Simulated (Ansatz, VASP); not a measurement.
One calculation of HfN, two programs

The input INCAR:

```
SYSTEM = HfN
PREC = Accurate
ENCUT = 520
EDIFF = 1E-6
ISMEAR = -1
SIGMA = 0.01
LREAL = .False.
LASPH = .True.
NELM = 100
ALGO = Normal
ISIF = 2
LWAVE = .False.
LCHARG = .False.
GGA = PE
NBANDS = 14
```

The input KPOINTS:

```
Automatic mesh
0
Gamma
  10 10 10
  0 0 0
```

The input POSCAR:

```
HfN
1.0
    0.0000000000      2.2590000000      2.2590000000
    2.2590000000      0.0000000000      2.2590000000
    2.2590000000      2.2590000000      0.0000000000
Hf N
1 1
Direct
    0.0000000000      0.0000000000      0.0000000000
    0.5000000000      0.5000000000      0.5000000000
```

Input for Ansatz:

```yaml
crystal:
  lattice:
    - [0.0, 2.259, 2.259]
    - [2.259, 0.0, 2.259]
    - [2.259, 2.259, 0.0]
  atoms:
    - { symbol: Hf, position: [0.0, 0.0, 0.0] }
    - { symbol: "N", position: [0.5, 0.5, 0.5] }
kpoints:
  mp_grid: { grid: [10, 10, 10] }
scf:
  occupations: { method: fermi_dirac, width: 0.01 }
hamiltonian:
  xc: pbe
  pseudopotentials: { kind: all_electron, lapw: { basis_error: 0.01 } }
output:
  forces: true
  stress: true
  eigenvalues: true
```

Alike in both runs: task single point; functional PBE; k mesh 10 × 10 × 10; occupations fermi-dirac, width 0.01 eV; no spin polarisation.

```csv
,VASP,Ansatz
version,VASP 6.6.1,Ansatz 0.2.0
potentials or method,"VASP PAW PBE potentials, release 64 (Hf_pv, N)","all-electron LAPW, scalar-relativistic"
plane-wave cutoff (eV),520,see its input
```

Ansatz gave:

* pressure (GPa): 5.5

Task: Which values does VASP return?

Result: Pressure (GPa): 3.0.

Ansatz ran all-electron here, so the differences hold the error of VASP's frozen core and of both bases.

The runs have no spin-orbit coupling, so splittings on Hf are missing.
